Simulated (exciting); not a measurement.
**MgS (Niningerite): band structure with LDA**

MgS (Niningerite):

```
S Mg
1.0
     0.00000    2.60165    2.60165
     2.60165    0.00000    2.60165
     2.60165    2.60165    0.00000
S Mg
1 1
Direct
  0.50000 0.50000 0.50000
  0.00000 0.00000 0.00000
```

```
Program                                  : exciting (release sodium)
Task                                     : band structure
Functional                               : LDA
Potentials or basis                      : all-electron LAPW+lo, shipped species files with second energy derivatives, valence relativity iora*
rgkmax                                   : 6.5
k mesh                                   : 9 × 9 × 9
Occupations                              : fermi-dirac, width 0.05 eV
Spin                                     : no spin polarisation
outputlevel                              : normal
gmaxvr (cutoff of density and potential) : 14 1/bohr
lmaxapw (and lmaxmat)                    : 10
lmaxvr                                   : 8
nempty                                   : 10
Valence relativity                       : iora*
epsengy                                  : 1e-05 Ha
epspot                                   : 1e-05 Ha
maxscl                                   : 60
Muffin-tin radii                         : S 1.9, Mg 2.0 bohr
```

| Quantity | Value |
| --- | --- |
| Band gap on the k mesh | 2.70 eV, indirect (least direct gap 3.48 eV) |
| Band gap along the path | 2.57 eV, indirect (least direct gap 3.48 eV) |
| All electrons inside the program's atomic spheres | S 13.61; Mg 10.28 (radii S 1.9, Mg 2.0 bohr) |

Levels at the corners of the path, in eV from the valence-band top:
```
point  band 5  band 6  band 7  band 8  band 9  band 10  band 11  band 12
    Γ  -12.65    0.00    0.00    0.00    3.48     7.81     7.81     7.81
    X  -10.95   -4.24   -1.70   -1.70    2.57     4.26    11.80    12.63
    W  -10.90   -3.27   -3.27   -2.41    5.08     7.82     7.82     7.86
    K  -10.95   -3.74   -3.24   -1.38    3.72     6.57     9.50     9.92
    Γ  -12.65    0.00    0.00    0.00    3.48     7.81     7.81     7.81
    L  -11.32   -4.90   -0.59   -0.59    4.37     6.74     6.74     9.86
    U  -10.95   -3.74   -3.24   -1.38    3.72     6.57     9.50     9.92
    W  -10.90   -3.27   -3.27   -2.41    5.08     7.82     7.82     7.86
    L  -11.32   -4.90   -0.59   -0.59    4.37     6.74     6.74     9.86
    K  -10.95   -3.74   -3.24   -1.38    3.72     6.57     9.50     9.92
    U  -10.95   -3.74   -3.24   -1.38    3.72     6.57     9.50     9.92
    X  -10.95   -4.24   -1.70   -1.70    2.57     4.26    11.80    12.63
```

States per cell in windows of 1 eV (zero at the valence-band top; states under -8 eV left out):
```
from (eV)  total
     -8.0   0.00
     -7.0   0.00
     -6.0   0.00
     -5.0   0.59
     -4.0   1.25
     -3.0   0.98
     -2.0   1.80
     -1.0   1.39
      0.0   0.00
      1.0   0.00
      2.0   0.03
      3.0   0.25
      4.0   0.92
      5.0   1.20
      6.0   1.30
      7.0   1.54
```

It took 37 s on 1 thread of Arm Neoverse V1 (shared host), peak memory 0.13 GiB.

Caveat: the mesh misses the band edges, which the band path finds closer together.
